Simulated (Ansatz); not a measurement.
# Debugging a many-body input for BaS (Fm-3m)

A first try at the G0W0 gap of BaS (Fm-3m), what the program said, and an input that works.

Method: G0W0 on PBE, plane waves, PAW; PAW set soft_1, in Ansatz 0.2.0.

## 1. Set-up

Symmetry: Fm-3m, No. 225, cubic system. The conventional cell has a = 6.388 Å, b = 6.388 Å, c = 6.388 Å, α = 90.00°, β = 90.00°, γ = 90.00°. Nearest to Ba lie 6 S at 3.19 Å. Nearest to S lie 6 Ba at 3.19 Å. Farther neighbours and most contacts between anions are not listed.

Structure file:

```cif
data_structure
_symmetry_space_group_name_H-M 'P 1'
_symmetry_Int_Tables_number 1
_cell_length_a 4.5166
_cell_length_b 4.5166
_cell_length_c 4.5166
_cell_angle_alpha 60.000
_cell_angle_beta 60.000
_cell_angle_gamma 60.000
_cell_volume 65.15
loop_
_atom_site_label
_atom_site_type_symbol
_atom_site_fract_x
_atom_site_fract_y
_atom_site_fract_z
_atom_site_occupancy
Ba1 Ba 0.00000 0.00000 0.00000 1
S2 S 0.50000 0.50000 0.50000 1
```

The cell and positions come from the Crystallography Open Database and are kept as given unless a step says otherwise. Spin-orbit coupling is left out unless a step names it.

## 2. First try

Input file input.yaml:

```yaml
crystal:
  lattice:
    - [0.0, 3.19375, 3.19375]
    - [3.19375, 0.0, 3.19375]
    - [3.19375, 3.19375, 0.0]
  atoms:
    - { symbol: Ba, position: [0.0, 0.0, 0.0] }
    - { symbol: S, position: [0.5, 0.5, 0.5] }
kpoints:
  mp_grid: { grid: [4, 4, 4] }
hamiltonian:
  xc: pbe
  pseudopotentials: { kind: paw, azcp: { folder: soft_1 } }
scf:
  occupations: { method: fixed }
gw:
  n_empty_bands: 105
  ecut_chi: 10
  qp_bands: [v2, c2]
  qp_kpoints: band_edges
  screening: { model: contour_deformation }
```

On the command line:

```sh
$ ansatz run input.yaml --threads 24 --pin off --max-ram 82944MiB --backend cuda --events-out ev --progress --plain --runs-dir out --devices 1 --max-vram 78GiB
```

Numbers of over 12 decimals in the logs are rounded to 6 here.

Log:

```text
GPUs: using 1 of 1 available (devices: 1).
Engine: ansatz 0.2.0, aarch64-unknown-linux-gnu
Pseudopotentials: kind: paw
Pseudopotential: Ba, paw, valence charge 10, recommended cutoff 420 eV (normal), soft_1/Ba.paw.azcp
Pseudopotential: S, paw, valence charge 6, recommended cutoff 420 eV (normal), soft_1/S.paw.azcp
Functional definition: PBE
  parameter kappa = 0.804
  parameter beta = 0.066725
  exchange = pbe_x(kappa = kappa, mu = beta*pi^2/3)
  correlation = pbe_c(beta = beta)
device memory: the entry about to start is reckoned to put 2.0 GiB on a device that reports 176.0 GiB free (of which the cap on the GPU budget leaves the run 78.0 GiB)
GPU FFT provider: cuFFT
GPU libraries: cuBLAS 13.8.1, cuFFT 12.4.0, cuSOLVER 12.3.2
GPU matrix products: emulated (plane waves: as basis.precision tells), large ones in fixed point in workspaces of 1.00 GiB
Crystal: 2 atoms, lattice volume = 65.153 Å³
Basis set: ecut = 420 eV, 1243 PW (Γ)
Bands: 12, of which v1, the nominal top of the filled ones, is band 8 counted from 1 (7 counted from 0)
Symmetry: 48 space group operations
Space group: Fm-3m (ITA 225), of the structure as read, at distance tolerance 4.0e-5 Å
k-points: 8 of 64
Non-local potential: Ba, projectors of the file, l = 0: 3, l = 1: 2, l = 2: 2, l = 3: 2
Non-local potential: S, projectors of the file, l = 0: 2, l = 1: 2, l = 2: 1
PAW form: soft (Blöchl's): semilocal exchange-correlation on the pseudo side does not see the compensation charge
PAW one-centre angular grid: Ba, 194 points (default); XC on 64 Gauss nodes
PAW one-centre angular grid: S, 110 points (default); XC on 64 Gauss nodes
Initial density: superposition of atomic densities (chi_scale 0.1, normalization cell, long waves kept (reshape's long-wave potential 0.00 eV rms))
Initial wavefunctions: pseudopotential atomic-orbital guess
GPU buffer pool allocated for 32768 grid points (all kernels)
GPU transforms: local potential and band sums: pruned to the plane-wave sphere, on 30×32×32
Functional: x = pbe(κ = 0.804, μ = 0.219515), c = pbe(β = 0.066725)
SCF iter   1: F=—  HF=-6856.108006 eV  |F-HF|=—  |Δ(HF+E_count)|=         —  Δρ=2.16e-2  dr2=4.94e-1  ethr=3.10e-3  ⟨swp⟩=5.5  Hψ=562  notcnv=0  defer=10
preconditioner: auto → none  [insulator: Δε(μ)=1.834 eV  Ē_g=11.949 eV  n_scr=14 (ndim 8)  ℏωp=17.2 eV  f_vac=0.000  ε∞_Penn≈3.1]
SCF iter   2: F=—  HF=-6856.002730 eV  |F-HF|=—  |Δ(HF+E_count)|=   1.05e-1  Δρ=8.94e-3  dr2=9.05e-2  ethr=3.08e-3  ⟨swp⟩=3.9  Hψ=253  notcnv=0  defer=13
SCF iter   3: F=—  HF=-6856.012124 eV  |F-HF|=—  |Δ(HF+E_count)|=   9.39e-3  Δρ=4.85e-3  dr2=1.70e-2  ethr=5.66e-4  ⟨swp⟩=2.0  Hψ=140  notcnv=0  defer=12
SCF iter   4: F=—  HF=-6856.016046 eV  |F-HF|=—  |Δ(HF+E_count)|=   3.92e-3  Δρ=9.22e-4  dr2=9.00e-4  ethr=1.06e-4  ⟨swp⟩=2.4  Hψ=143  notcnv=0  defer=12
SCF iter   5: F=—  HF=-6856.016626 eV  |F-HF|=—  |Δ(HF+E_count)|=   5.81e-4  Δρ=1.25e-4  dr2=7.59e-6  ethr=5.62e-6  ⟨swp⟩=3.1  Hψ=165  notcnv=0  defer=13
SCF iter   6: F=—  HF=-6856.016641 eV  |F-HF|=—  |Δ(HF+E_count)|=   1.46e-5  Δρ=2.31e-5  dr2=7.00e-7  ethr=4.74e-8  ⟨swp⟩=2.1  Hψ=157  notcnv=0  defer=8
SCF iter   7: F=-6856.016641 eV  HF=-6856.016641 eV  |F-HF|=1.12e-9  |Δ(HF+E_count)|=   2.56e-7  Δρ=1.85e-6  dr2=2.37e-9  ethr=6.25e-10  ⟨swp⟩=6.6  Hψ=635  notcnv=0
SCF 1 converged in 7 iterations: F = -6856.016641 eV  dr2 = 2.37e-9
[...]
device memory: the entry about to start is reckoned to put 3.1 GiB on a device that reports 173.1 GiB free (of which the cap on the GPU budget leaves the run 78.0 GiB)
NSCF: frozen V_eff on 8 k-points
[...]
device memory: the entry about to start is reckoned to put 6.9 GiB on a device that reports 173.0 GiB free (of which the cap on the GPU budget leaves the run 78.0 GiB)
NSCF: frozen V_eff on 8 k-points
G₀W₀ screening: q 1/8
[... further progress lines ...]
device memory: the entry about to start is reckoned to put 0.3 GiB on a device that reports 173.0 GiB free (of which the cap on the GPU budget leaves the run 78.0 GiB)
NSCF: frozen V_eff on 1 k-points
SCF converged after 7 iterations
Free energy (F): -6856.016641 eV
Harris-Foulkes:  -6856.016641 eV  (|F-HF|=1.12e-9)
Internal energy: -6856.016641 eV  (E = F + TS)
E sigma→0 (E₀):  -6856.016641 eV
Fermi energy:    5.808615 eV
--- Per-component energies (eV) ---
  E_band       = -50.682005
  E_kinetic    = 265.806732
  E_local      = -433.921119  (includes V_loc(G=0)·N_el)
  E_nonlocal   = 127.501678
  E_hartree    = 126.813224
  E_xc         = -288.117870
  E_vxc        = -212.088604  (∫ρ·V_xc dr)
  E_paw        = -5803.861720  (= ΣΔE_a)
  E_vpaw       = -51.606486  (= ΣTr[D̂ρ^β])
  E_aug_tail   = -0.000002  (compensation charges beyond the density's cutoff)
  E_ewald      = -850.237565
  E_smearing   = -0.000000  (= −TS)
  E_closure    = -0.000000  (closes the sum)
  Σ components = -6856.016641   (vs F -6856.016641, Δ=0.00e0)
--- Band table (eV; the first three rows and the last of 8) ---
  k-point 0: bands = [... 4 lower, -4.4796, 5.8086, 5.8086, 5.8086, 9.4954, 9.7703, 9.7703, 9.7703]
  k-point 1: bands = [... 4 lower, -3.6884, 4.7127, 5.2296, 5.2296, 9.9301, 10.6110, 10.6110, 11.2753]
  k-point 2: bands = [... 4 lower, -3.2288, 3.9527, 4.7957, 4.7957, 11.3587, 11.4422, 12.2154, 12.2154]
  k-point 7: bands = [... 4 lower, -3.8362, 4.7503, 5.3850, 5.3850, 10.1022, 10.1022, 12.1710, 12.7256]
--- G₀W₀: contour deformation, 6 samples at zero and on the imaginary axis and 2 off it, 64 q-points, 105 empty bands' worth ---
  eigenvalues of the whole cell's RPA ε∞ on this k-mesh (on a slab, of 1 + 4πα/V) = 5.4716, 5.4716, 5.4716; static W/v taken at q = 0 is 0.182763
  gw.qp_kpoints: band_edges: 6 of 8 stored k-points solved, in 1 pass; an edge of the gap read off the rows below is read off those points alone
    valence top: of the k-points left out ik 1 came nearest to being solved in a further pass, in band 8 (counted from 1, as in the quasiparticle table): it holds the edge there only if its correction is more favourable than any solved in that band by at least 0.579 eV; those differ by 0.129 eV
    conduction bottom: of the k-points left out ik 4 came nearest to being solved in a further pass, in band 9 (counted from 1, as in the quasiparticle table): it holds the edge there only if its correction is more favourable than any solved in that band by at least 1.246 eV; those differ by 0.322 eV
    ik  band        ε_KS         Σx   Σc(E_QP)       V_xc       Z   E_QP_lin       E_QP  E_QP is
     0     7      5.8086   -17.6004     2.6965   -14.5689  0.8024     5.4718     5.4736  root
     0     8      5.8086   -17.6004     2.6965   -14.5689  0.8024     5.4718     5.4736  root
     0     9      9.4954    -5.5856    -3.4371    -9.6112  0.8216    10.0890    10.0839  root
     0    10      9.7703    -5.4150    -3.5877    -9.9499  0.8135    10.7344    10.7175  root
     2     7      4.7957   -16.7367     2.9211   -13.3514  0.7860     4.3270     4.3315  root
     2     8      4.7957   -16.7367     2.9211   -13.3514  0.7860     4.3270     4.3315  root
     2     9     11.3587    -4.9556    -3.7565    -9.4392  0.7994    12.0960    12.0858  root
     2    10     11.4422    -6.9739    -3.9519   -11.9418  0.7892    12.4879    12.4582  root
     3     7      5.6681   -17.4671     2.7096   -14.3919  0.8009     5.3003     5.3026  root
     3     8      5.6681   -17.4671     2.7096   -14.3919  0.8009     5.3003     5.3026  root
     3     9      8.6845    -4.8924    -3.4003    -9.0141  0.8187     9.4139     9.4059  root
     3    10     10.5844    -6.0577    -3.5626   -10.4866  0.8163    11.4643    11.4507  root
     5     7      4.8727   -16.8856     2.9166   -13.5161  0.7874     4.4155     4.4198  root
     5     8      5.4097   -17.0748     2.7027   -13.9519  0.7980     4.9863     4.9895  root
[...]
6    10     11.8299    -7.4755    -3.6036   -12.5904  0.8145    13.3928    13.3413  root
     7     7      5.3850   -17.2865     2.7485   -14.0996  0.7978     4.9431     4.9466  root
     7     8      5.3850   -17.2865     2.7485   -14.0996  0.7978     4.9431     4.9466  root
     7     9     10.1022    -5.7881    -3.6283   -10.3166  0.8066    11.0158    11.0023  root
     7    10     10.1022    -5.7881    -3.6283   -10.3166  0.8066    11.0158    11.0023  root
```

Wall time 1.7 s (1 × NVIDIA GB200 (shared by 2 runs) with 24 threads of Arm Neoverse V2, shared host); peak memory 1.2 GiB; 4.7 s of CPU time.

The column dr2 measures how far the density is from self-consistency, as an energy; F and HF (Harris–Foulkes) agree once it is small.

Q: What is the fault?

The run ended normally, though the input holds a fault or crude settings.

The fault: screening cutoff of 10 eV. Nearly all local fields and short-range correlation are left out.

It printed a gap of 3.16 eV, which is an artefact of the settings.

## 3. A better input

G0W0 replaces the xc potential by the self-energy, built once from these orbitals. Only a window of levels is corrected, while the sums run over the empty bands that the input names. This step takes PAW set soft_1 files.

input.yaml, as its differences from that of step 2:

```diff
@@ -16,4 +16,4 @@
 gw:
-  n_empty_bands: 105
-  ecut_chi: 10
+  n_empty_bands: 194
+  ecut_chi: 120
   qp_bands: [v2, c2]
```

Log:

```text
GPUs: using 1 of 1 available (devices: 1).
[...]
GPU FFT provider: cuFFT
GPU libraries: cuBLAS 13.8.1, cuFFT 12.4.0, cuSOLVER 12.3.2
[...]
Crystal: 2 atoms, lattice volume = 65.153 Å³
Basis set: ecut = 420 eV, 1243 PW (Γ)
Bands: 12, of which v1, the nominal top of the filled ones, is band 8 counted from 1 (7 counted from 0)
[... 1 set-up line as in the run before ...]
[...]
k-points: 8 of 64
[...]
GPU buffer pool allocated for 32768 grid points (all kernels)
[...]
SCF iter   1: F=—  HF=-6856.108006 eV  |F-HF|=—  |Δ(HF+E_count)|=         —  Δρ=2.16e-2  dr2=4.94e-1  ethr=3.10e-3  ⟨swp⟩=5.5  Hψ=562  notcnv=0  defer=10
[...]
SCF iter   7: F=-6856.016641 eV  HF=-6856.016641 eV  |F-HF|=1.12e-9  |Δ(HF+E_count)|=   2.56e-7  Δρ=1.85e-6  dr2=2.37e-9  ethr=6.25e-10  ⟨swp⟩=6.6  Hψ=635  notcnv=0
SCF 1 converged in 7 iterations: F = -6856.016641 eV  dr2 = 2.37e-9
[...]
0     7      5.8086   -17.6004     2.1359   -14.5689  0.7516     4.8973     4.9132  root
     0     8      5.8086   -17.6004     2.1359   -14.5689  0.7516     4.8973     4.9132  root
     0     9      9.4954    -5.5856    -3.7715    -9.6112  0.8057     9.7505     9.7495  root
     0    10      9.7703    -5.4150    -4.0077    -9.9499  0.7979    10.3023    10.2975  root
     2     7      4.7957   -16.7367     2.4265   -13.3514  0.7397     3.8133     3.8369  root
     2     8      4.7957   -16.7367     2.4265   -13.3514  0.7397     3.8133     3.8369  root
     2     9     11.3587    -4.9556    -4.0606    -9.4392  0.7856    11.7837    11.7817  root
     2    10     11.4422    -6.9739    -4.4135   -11.9418  0.7622    12.0045    11.9966  root
[...]
7     7      5.3850   -17.2865     2.2283   -14.0996  0.7531     4.4066     4.4264  root
     7     8      5.3850   -17.2865     2.2283   -14.0996  0.7531     4.4066     4.4264  root
     7     9     10.1022    -5.7881    -4.0316   -10.3166  0.7873    10.6019    10.5990  root
     7    10     10.1022    -5.7881    -4.0316   -10.3166  0.7873    10.6019    10.5990  root
[key lines of the parts left out:]
SCF converged after 7 iterations
Free energy (F): -6856.016641 eV
Fermi energy:    5.808615 eV
```

It took 2.7 s on 1 × NVIDIA GB200 (shared by 2 runs) with 24 threads; peak memory 1.3 GiB.

Numbers from this step:

| Quantity | Value |
| --- | --- |
| bands summed | 202 |
| RPA ε∞ on this mesh (eigenvalues) | 4.646, 4.646, 4.646 |
| plane waves in the screening matrix | 181 |
| q-points in the mesh | 64 |
| G0W0 gap on the mesh | 3.408 eV |
| k of the valence top | 0, 0, 0 |
| k of the conduction bottom | 0, -0.5, -0.5 |
| starting gap on the mesh | 2.202 eV |
| Z at the valence top | 0.7516 |
| Z at the conduction bottom | 0.8082 |
| least direct G0W0 gap on the computed points | 3.538 eV |

The gap on the mesh goes from 2.20 eV to 3.41 eV, a correction of +1.21 eV. Between the two edge states, bare exchange in place of the xc potential would open the gap by 6.91 eV, and correlation takes back 5.70 eV.

## 4. Outcome

```
first try  : converged after 1.7 s
better run : G0W0 gap on the mesh 3.41 eV (4×4×4 mesh, 194 empty bands, screening to 120 eV, PAW set soft_1 files)
```

The second run differs in: empty bands and screening cutoff (eV). Bands and cutoff are finite, so the gap is not at the basis limit. The miss can reach some tenths of an eV and take either sign; the mesh is an error of its own. The many-body steps are scalar-relativistic: spin-orbit coupling is not in them.

[Paths, hosts, dates, memory and timing lines, banners, echoed tables and standing remarks are left out of the program output.]

[Logs are printed without paths, hosts, clocks, repeated set-up lines and the standing remarks that a program may print on its own settings, such as how far it seeks lower states.]

[Runs of the session that timed out or met a known fault of the program may be left out.]

[Cells called generated may have been cut or substituted from an entry of the Crystallography Open Database or the Materials Project.]

[Hosts, paths, dates, database ids (printed as entryN), source tags and the programs' standing remarks are cut or masked in the printed files.]
